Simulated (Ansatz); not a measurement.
# SnH: from a guess to a relaxed structure, part 2 of 2

The task: take a trial cell of SnH to zero force and stress.

Ansatz 0.2.0; DFT PBE, scalar-relativistic, plane waves, PAW. The steps go on from the part before.

### 4 Full relaxation

The end of the coarse run is made exact in the group found at a tolerance of 0.06 Å and reduced to its primitive cell.

Contents of input.yaml:

```yaml
crystal:
  lattice:
    - [0.0, 2.5704405399, 2.5704405399]
    - [2.5704405399, 0.0, 2.5704405399]
    - [2.5704405399, 2.5704405399, 0.0]
  atoms:
    - { symbol: Sn, position: [0.25, 0.25, 0.25] }
    - { symbol: H, position: [0.0, 0.0, 0.0] }
basis:
  ecutwfc: 420
kpoints:
  mp_grid: { grid: [18, 18, 18] }
hamiltonian:
  xc: pbe
scf:
  occupations: { method: gaussian, width: 0.1 }
output:
  forces: true
  stress: true
  eigenvalues: true
relax:
  adjacent_minimum: "off"
  f_tol: 0.01
  max_steps: 80
  cell: { stress_tol: 0.05 }
```

On the command line:

```console
ansatz run input.yaml --threads 1 --pin off --max-ram 2560MiB --backend cpu --events-out ev --progress --plain --runs-dir out
```

The log of the run:

```text
Warning: RAYON_NUM_THREADS=1 ignored (pool sized by the plan → 1); use --threads N
Engine: ansatz 0.2.0, x86_64-unknown-linux-gnu
Pseudopotentials: kind: paw
Pseudopotential: Sn, paw, valence charge 14, recommended cutoff 420 eV (normal), Sn.paw.azcp
Pseudopotential: H, paw, valence charge 1, recommended cutoff 420 eV (normal), H.paw.azcp
Functional definition: PBE
  parameter kappa = 0.804
  parameter beta = 0.06672455060314922
  exchange = pbe_x(kappa = kappa, mu = beta*pi^2/3)
  correlation = pbe_c(beta = beta)
Crystal: 2 atoms, lattice volume = 33.967 Å³
Basis set: ecut = 420 eV, 645 PW (Γ), exchange–correlation on 50×50×50 points (8 copies of the dense FFT grid, shifted against one another)
Bands: 12, of which v1, the nominal top of the filled ones, is band 8 counted from 1 (7 counted from 0)
Symmetry: 24 space group operations
Space group: F-43m (ITA 216), of the structure as read, at distance tolerance 3.2e-5 Å
k-points: 195 of 5832 (time reversal used)
Non-local potential: Sn, projectors of the file, l = 0: 2, l = 1: 2, l = 2: 2, l = 3: 2
Non-local potential: H, projectors of the file, l = 0: 2, l = 1: 1
PAW form: soft (Blöchl's): semilocal exchange-correlation on the pseudo side does not see the compensation charge
PAW one-centre angular grid: Sn, 590 points (default); XC on 64 Gauss nodes
PAW one-centre angular grid: H, 110 points (default); XC on 64 Gauss nodes
Initial density: superposition of atomic densities (neutral atoms: chi_scale 0, normalization atom), corrected by the library's trained network
Initial wavefunctions: pseudopotential atomic-orbital guess
Functional: x = pbe(κ = 0.804, μ = 0.2195149727645171), c = pbe(β = 0.06672455060314922)
SCF iter   1: F=—  HF=-6039.021376 eV  |F-HF|=—  |Δ(HF+E_count)|=         —  Δρ=1.52e-3  dr2=5.93e-4  ethr=1.77e-3  ⟨swp⟩=5.1  Hψ=13296  notcnv=0
preconditioner: auto → none  [metal: Δε(μ)=0.025 eV  Ē_g=21.921 eV  σ=0.100 eV  W_gap=0.14  n_scr=8 (ndim 8)  ℏωp=24.7 eV  f_vac=0.000  D(μ)=0.62/eV (n_scr^D=0)  sad-step TF]
SCF iter   2: F=—  HF=-6039.021023 eV  |F-HF|=—  |Δ(HF+E_count)|=   3.53e-4  Δρ=8.77e-4  dr2=2.62e-4  ethr=3.95e-6  ⟨swp⟩=1.8  Hψ=4346  notcnv=0
SCF iter   3: F=—  HF=-6039.021128 eV  |F-HF|=—  |Δ(HF+E_count)|=   1.05e-4  Δρ=4.94e-4  dr2=8.91e-5  ethr=1.75e-6  ⟨swp⟩=2.1  Hψ=3606  notcnv=0
SCF iter   4: F=—  HF=-6039.021083 eV  |F-HF|=—  |Δ(HF+E_count)|=   4.50e-5  Δρ=1.18e-4  dr2=7.11e-6  ethr=5.94e-7  ⟨swp⟩=2.7  Hψ=3966  notcnv=0
SCF iter   5: F=—  HF=-6039.021084 eV  |F-HF|=—  |Δ(HF+E_count)|=   5.30e-7  Δρ=1.16e-4  dr2=5.35e-6  ethr=4.74e-8  ⟨swp⟩=2.0  Hψ=3687  notcnv=0
SCF iter   6: F=—  HF=-6039.021082 eV  |F-HF|=—  |Δ(HF+E_count)|=   1.82e-6  Δρ=6.48e-5  dr2=1.66e-6  ethr=3.57e-8  ⟨swp⟩=1.0  Hψ=2239  notcnv=0
SCF iter   7: F=-6039.021081 eV  HF=-6039.021081 eV  |F-HF|=1.05e-7  |Δ(HF+E_count)|=   8.18e-7  Δρ=1.60e-5  dr2=9.87e-8  ethr=6.67e-10  ⟨swp⟩=4.4  Hψ=10326  notcnv=0
SCF 1 converged in 7 iterations: F = -6039.021081 eV  dr2 = 9.87e-8
relax step   1: F+E_penalty+E_count = -6039.02108082 eV  Δ(F+E_penalty+E_count) = +0.000e0 eV  max|allowed force component| = 1.645e-16 eV/Å  Δτ_max = 0.0000 Å  P = +0.859 GPa  Ω = 33.967 Å³  (7 SCF iters, dr2 threshold 1.00e-7 eV, accepted)
Crystal: 2 atoms, lattice volume = 35.253 Å³
Basis set: ecut = 420 eV, 701 PW (Γ), exchange–correlation on 50×50×50 points (8 copies of the dense FFT grid, shifted against one another)
Initial density: handed on by an earlier stage of this run
Initial wavefunctions: those handed on with the density
iter 1 solved again at ethr=5.89e-6 eV; its pass at ethr=3.10e-3 eV (dr2=8.84e-4 eV) is discarded
SCF iter   1: F=—  HF=-6039.021147 eV  |F-HF|=—  |Δ(HF+E_count)|=         —  Δρ=1.50e-3  dr2=9.17e-4  ethr=5.89e-6  ⟨swp⟩=2.0  Hψ=19194  notcnv=0
preconditioner: auto → none  [metal: Δε(μ)=0.012 eV  Ē_g=21.783 eV  σ=0.100 eV  W_gap=0.07  n_scr=8 (ndim 8)  ℏωp=24.2 eV  f_vac=0.000  D(μ)=0.71/eV (n_scr^D=0)]
SCF iter   2: F=—  HF=-6039.020845 eV  |F-HF|=—  |Δ(HF+E_count)|=   3.02e-4  Δρ=2.39e-4  dr2=1.60e-5  ethr=5.89e-6  ⟨swp⟩=1.9  Hψ=2559  notcnv=0
SCF iter   3: F=—  HF=-6039.020850 eV  |F-HF|=—  |Δ(HF+E_count)|=   4.62e-6  Δρ=9.21e-5  dr2=2.70e-6  ethr=1.07e-7  ⟨swp⟩=1.8  Hψ=2625  notcnv=0
SCF iter   4: F=-6039.020852 eV  HF=-6039.020852 eV  |F-HF|=7.03e-9  |Δ(HF+E_count)|=   1.62e-6  Δρ=9.46e-6  dr2=2.79e-8  ethr=1.33e-9  ⟨swp⟩=4.8  Hψ=11599  notcnv=0
SCF 2 converged in 4 iterations: F = -6039.020852 eV  dr2 = 2.79e-8
relax step   2: F+E_penalty+E_count = -6039.02085174 eV  Δ(F+E_penalty+E_count) = +2.291e-4 eV  max|allowed force component| = 1.463e-16 eV/Å  Δτ_max = 0.0000 Å  P = -0.699 GPa  Ω = 35.253 Å³  energy of the carried Pulay correction = -6.379e-4 eV  (4 SCF iters, dr2 threshold 2.00e-7 eV, accepted)
Crystal: 2 atoms, lattice volume = 34.664 Å³
iter 1 solved again at ethr=9.98e-7 eV; its pass at ethr=3.10e-3 eV (dr2=1.50e-4 eV) is discarded
SCF iter   1: F=—  HF=-6039.022552 eV  |F-HF|=—  |Δ(HF+E_count)|=         —  Δρ=6.36e-4  dr2=1.61e-4  ethr=9.98e-7  ⟨swp⟩=2.2  Hψ=18606  notcnv=0
preconditioner: auto → none  [metal: Δε(μ)=0.014 eV  Ē_g=21.835 eV  σ=0.100 eV  W_gap=0.08  n_scr=8 (ndim 8)  ℏωp=24.4 eV  f_vac=0.000  D(μ)=0.69/eV (n_scr^D=0)]
SCF iter   2: F=—  HF=-6039.022499 eV  |F-HF|=—  |Δ(HF+E_count)|=   5.38e-5  Δρ=1.06e-4  dr2=2.99e-6  ethr=9.98e-7  ⟨swp⟩=1.9  Hψ=2588  notcnv=0
SCF iter   3: F=—  HF=-6039.022499 eV  |F-HF|=—  |Δ(HF+E_count)|=   6.50e-7  Δρ=3.84e-5  dr2=4.46e-7  ethr=1.33e-9  ⟨swp⟩=6.9  Hψ=12234  notcnv=0
SCF iter   4: F=-6039.022500 eV  HF=-6039.022500 eV  |F-HF|=1.55e-10  |Δ(HF+E_count)|=   2.66e-7  Δρ=5.78e-6  dr2=8.93e-9  ethr=1.33e-9  ⟨swp⟩=5.2  Hψ=8605  notcnv=0
SCF 3 converged in 4 iterations: F = -6039.022500 eV  dr2 = 8.93e-9
relax step   3: F+E_penalty+E_count = -6039.02249950 eV  Δ(F+E_penalty+E_count) = -1.648e-3 eV  max|allowed force component| = 1.457e-16 eV/Å  Δτ_max = 0.0000 Å  P = -0.029 GPa  Ω = 34.664 Å³  energy of the carried Pulay correction = -3.490e-4 eV  (4 SCF iters, dr2 threshold 2.00e-7 eV, accepted)
Initial wavefunctions: pseudopotential atomic-orbital guess (no wavefunctions were taken with the density)
iter 1 solved again at ethr=1.16e-7 eV; its pass at ethr=3.10e-3 eV (dr2=1.74e-5 eV) is discarded
SCF iter   1: F=—  HF=-6039.022783 eV  |F-HF|=—  |Δ(HF+E_count)|=         —  Δρ=1.34e-4  dr2=1.95e-7  ethr=1.16e-7  ⟨swp⟩=2.4  Hψ=18970  notcnv=0
preconditioner: auto → none  [metal: Δε(μ)=0.015 eV  Ē_g=21.841 eV  σ=0.100 eV  W_gap=0.09  n_scr=8 (ndim 8)  ℏωp=24.4 eV  f_vac=0.000  D(μ)=0.68/eV (n_scr^D=0)]
SCF iter   2: F=—  HF=-6039.022833 eV  |F-HF|=—  |Δ(HF+E_count)|=   5.02e-5  Δρ=6.68e-5  dr2=4.31e-8  ethr=1.30e-9  ⟨swp⟩=2.1  Hψ=2702  notcnv=0
SCF iter   3: F=—  HF=-6039.022850 eV  |F-HF|=—  |Δ(HF+E_count)|=   1.65e-5  Δρ=6.52e-6  dr2=1.64e-9  ethr=2.87e-10  ⟨swp⟩=2.0  Hψ=2810  notcnv=0
SCF iter   4: F=-6039.022850 eV  HF=-6039.022850 eV  |F-HF|=5.28e-11  |Δ(HF+E_count)|=   1.41e-7  Δρ=3.77e-7  dr2=1.52e-11  ethr=1.00e-12  ⟨swp⟩=4.8  Hψ=10893  notcnv=0
SCF 4 converged in 4 iterations: F = -6039.022850 eV  dr2 = 1.52e-11
relax step   4: F+E_penalty+E_count = -6039.02284985 eV  Δ(F+E_penalty+E_count) = -3.503e-4 eV  max|allowed force component| = 1.275e-16 eV/Å  Δτ_max = 0.0000 Å  P = -0.028 GPa  Ω = 34.664 Å³  stress off target by 2.83e-2 GPa  SCF on the basis re-selected at this cell (its energy is not comparable with the rows above)  (4 SCF iters)
basis re-selected at this cell: Δ(F+E_penalty+E_count) = -3.503e-4 eV, ΔP = +0.001 GPa vs the last step (what re-selecting the basis moved, of the pressure what is left beyond the Pulay correction that the steps carried, after the strain that the cell walked since its last selection, with what the two solves' SCF thresholds leave and, on support functions, any second-order correction that the steps lacked; it is no measure of the basis error at this ecutwfc). This SCF's stress stands 2.83e-2 GPa from its target on what of the cell is left free (relax.cell.stress_tol is 5.00e-2 GPa) and its largest allowed force component is 1.28e-16 eV/Å (relax.f_tol is 1.00e-2 eV/Å): within both
SCF converged after 4 iterations
Free energy (F): -6039.022850 eV
Harris-Foulkes:  -6039.022850 eV  (|F-HF|=5.28e-11)
Internal energy: -6039.019452 eV  (E = F + TS)
E sigma→0 (E₀):  -6039.021151 eV
Entropy (-TS):   -0.003398 eV (-1.699 meV/atom)
Fermi energy:    8.470515 eV
--- Per-component energies (eV) ---
  E_band       = -113.451375
  E_kinetic    = 198.016313
  E_local      = -963.342183  (includes V_loc(G=0)·N_el)
  E_nonlocal   = -31.526724
  E_hartree    = 571.380222
  E_xc         = -391.390023
  E_vxc        = -107.217270  (∫ρ·V_xc dr)
  E_paw        = -4134.504066  (= ΣΔE_a)
  E_vpaw       = -352.140915  (= ΣTr[D̂ρ^β])
  E_aug_tail   = -0.000968  (compensation charges beyond the density's cutoff)
  E_ewald      = -1287.652024
  E_smearing   = -0.003398  (= −TS)
  E_closure    = 0.000000  (closes the sum)
  Σ components = -6039.022850   (vs F -6039.022850, Δ=0.00e0)
--- Forces (eV/Å), atoms counted from 1 ---
  atom   1  Sn    -0.00000000     0.00000000     0.00000000
  atom   2  H     -0.00000000    -0.00000000    -0.00000000
  max |Σ_I F_I| component: 2.63e-16 eV/Å
--- Stress (GPa, compression-positive) ---
       -0.028323       0.000000       0.000000
        0.000000      -0.028323      -0.000000
        0.000000      -0.000000      -0.028323
  P = ⅓ Tr σ = -0.0283 GPa (-0.283 kbar)
--- Band table (eV; the first three rows and the last of 195) ---
  k-point 0: bands = ["-13.1855", "-13.1855", "-13.1855", "-13.1465", "-13.1465", "-2.6529", "10.3955", "13.8727", "13.8727", "13.8727", "17.6460", "17.6460"]
  k-point 1: bands = ["-13.1856", "-13.1842", "-13.1842", "-13.1465", "-13.1465", "-2.6022", "10.2654", "13.3990", "13.7881", "13.7881", "17.7795", "17.7795"]
  k-point 2: bands = ["-13.1860", "-13.1809", "-13.1809", "-13.1462", "-13.1462", "-2.4501", "9.8144", "12.5667", "13.5722", "13.5722", "18.1105", "18.1105"]
  k-point 194: bands = ["-13.1879", "-13.1716", "-13.1555", "-13.1301", "-13.1014", "2.8554", "2.9600", "6.7830", "7.9820", "14.6076", "17.0216", "18.5294"]
--- Relaxed structure (3 steps of the walk, 3 accepted, 1 SCFs on fresh bases) ---
  F+E_penalty+E_count = -6039.02284985 eV   max|allowed force component| = 1.275e-16 eV/Å   (the final SCF, on the basis selected at the relaxed cell)
  cell:  # Å, volume = 34.6642 Å³
    - [-5.655862956514105e-33, 2.587917560644221, 2.587917560644221]
    - [2.587917560644221, -1.0445512667435961e-32, 2.587917560644221]
    - [2.587917560644221, 2.587917560644221, -9.885021743817446e-33]
  atoms:
    - { symbol: Sn, position: [0.25, 0.25, 0.25] }
    - { symbol: H, position: [-1.3463277267465785e-33, 1.2214509520918233e-33, 6.5170066772950335e-34] }
```

Run time: 17 s. Hardware: 1 thread of Intel Xeon 6975P-C (Granite Rapids), shared host; peak memory 0.46 GiB.

Step by step:

| step | E - E(step 1) (eV/cell) | largest force component (eV/Å) | pressure (GPa) | volume (Å³) |
| --- | --- | --- | --- | --- |
| 1 | 0.0000 | 0.0000 | 0.86 | 33.97 |
| 2 | 0.0002 | 0.0000 | -0.70 | 35.25 |
| 3 | -0.0014 | 0.0000 | -0.03 | 34.66 |
| 4 | -0.0018 | 0.0000 | -0.03 | 34.66 |

Step 1 is the start. Step 4 repeats the geometry before it on a plane-wave basis chosen anew for that cell, so its energy need not be comparable with the rows above.

Lengths and angles in the start's conventional setting:

|  | before | after | change |
| --- | --- | --- | --- |
| a (Å) | 5.141 | 5.176 | +0.7 % |
| b (Å) | 5.141 | 5.176 | +0.7 % |
| c (Å) | 5.141 | 5.176 | +0.7 % |
| volume (Å³/atom) | 16.98 | 17.33 | +2.1 % |
| shortest distance (Å) | 2.226 | 2.241 | +0.7 % |
| space group (0.01 Å) | F-43m | F-43m | same |

Forces and stress were held to the start's 24 operations: a distortion of lower symmetry was not tested.

### 5 Variant: basis.precision f64, preconditioner ldos, eigensolver.kind davidson

Contents of input.yaml:

```yaml
crystal:
  lattice:
    - [0.0, 2.5879175606, 2.5879175606]
    - [2.5879175606, 0.0, 2.5879175606]
    - [2.5879175606, 2.5879175606, 0.0]
  atoms:
    - { symbol: Sn, position: [0.25, 0.25, 0.25] }
    - { symbol: H, position: [0.0, 0.0, 0.0] }
basis:
  ecutwfc: 420
  precision: f64
kpoints:
  mp_grid: { grid: [18, 18, 18] }
hamiltonian:
  xc: pbe
scf:
  occupations: { method: gaussian, width: 0.1 }
  mixing: { preconditioner: ldos }
  eigensolver: { kind: davidson }
output:
  forces: true
  eigenvalues: true
  stress: true
```

On the command line:

```console
ansatz run input.yaml --threads 1 --pin off --max-ram 2560MiB --backend cpu --events-out ev --progress --plain --runs-dir out
```

The log of the run, cut to the lines that bear on the results:

```text
Warning: RAYON_NUM_THREADS=1 ignored (pool sized by the plan → 1); use --threads N
[...]
[... 4 set-up lines as earlier in the session ...]
[...]
Crystal: 2 atoms, lattice volume = 34.664 Å³
Basis set: ecut = 420 eV, 645 PW (Γ), exchange–correlation on 50×50×50 points (8 copies of the dense FFT grid, shifted against one another)
Bands: 12, of which v1, the nominal top of the filled ones, is band 8 counted from 1 (7 counted from 0)
[... 1 set-up line as earlier in the session ...]
Space group: F-43m (ITA 216), of the structure as read, at distance tolerance 3.3e-5 Å
k-points: 195 of 5832 (time reversal used)
[...]
the search or the solves at the SCF's close seem to have found levels that the self-consistency loop had missed (the run counts 4). By its estimate they hold under 1e-12 electrons; where the run keeps them, the occupations were computed again with them
[...]
SCF converged after 6 iterations
Free energy (F): -6039.022850 eV
[...]
E sigma→0 (E₀):  -6039.021151 eV
Entropy (-TS):   -0.003398 eV (-1.699 meV/atom)
Fermi energy:    8.470530 eV
[...]
--- Forces (eV/Å), atoms counted from 1 ---
  atom   1  Sn    -0.00000000     0.00000000     0.00000000
  atom   2  H     -0.00000000     0.00000000    -0.00000000
[...]
--- Stress (GPa, compression-positive) ---
       -0.028327       0.000000       0.000000
        0.000000      -0.028327      -0.000000
       -0.000000      -0.000000      -0.028327
  P = ⅓ Tr σ = -0.0283 GPa (-0.283 kbar)
--- Band table (eV; the first three rows and the last of 195) ---
  k-point 0: bands = ["-13.1853", "-13.1853", "-13.1853", "-13.1464", "-13.1464", "-2.6529", "10.3955", "13.8727", "13.8727", "13.8727", "17.6460", "17.6460"]
[...]
```

It took 4.6 s on 1 thread of Intel Xeon 6975P-C (Granite Rapids), shared host; peak memory 0.38 GiB.

```csv
run,ending,energy change,pressure (GPa),gap (eV),force (eV/Å),cycles,time
step 4,converged,0,0.0,0.00,0.00,-,17 s
variant,converged,0.0 meV/atom,0.0,0.00,0.00,6,4.6 s
```

The changed arithmetic precision, mixing and solver doesn't alter the result here (within 0.5 meV/atom).

### 6 Summary of results

What follows sums up all 2 parts. Changes of volume or cell count from the first structure of part 1.

| quantity | value |
| --- | --- |
| symmetry at the end (tolerance 0.05 Å) | space group F-43m (No. 216) |
| conventional cell | a = 5.176 Å, b = 5.176 Å, c = 5.176 Å, α = 90.00°, β = 90.00°, γ = 90.00° |
| volume | 17.33 Å³/atom |
| energy over the elements (uncorrected; H, N, O, F and Cl as molecules), grey Sn | +0.53 eV/atom |
| gap on the mesh | none (metal) |

In words: The space group F-43m (No. 216) is kept, and the volume per atom shrinks by 15.7 % from the first guess. With a positive formation energy it can't be a ground state. No finished test with a distortion of lower symmetry is shown, so the end may be a saddle point.
